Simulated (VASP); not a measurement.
BN (Qingsongite):

```
CELL_PARAMETERS angstrom
0.00000 1.80332 1.80332
1.80332 0.00000 1.80332
1.80332 1.80332 0.00000
ATOMIC_POSITIONS crystal
B 0.00000 0.00000 0.00000
N 0.25000 0.25000 0.25000
```

Program: VASP 6.6.1. Alike in all runs: task band structure; potentials or basis VASP PAW PBE potentials, release 64 (B, N); no spin polarisation; cell as given; k mesh 8 × 8 × 8; cutoff (eV) 520; smearing gaussian 0.03 eV.

Problem. Order these runs on this cell by their band gap on the k mesh, lowest first.
A. level PBE-EpsX; exchange at q = 0 truncated; share of exact exchange 0.2175
B. level HSE06; screening parameter 0.2 1/A
C. level PBE0; exchange at q = 0 truncated

Solution. B (5.81 eV), A (6.27 eV), C (6.55 eV).

Runs at the PBE level aren't shown here.
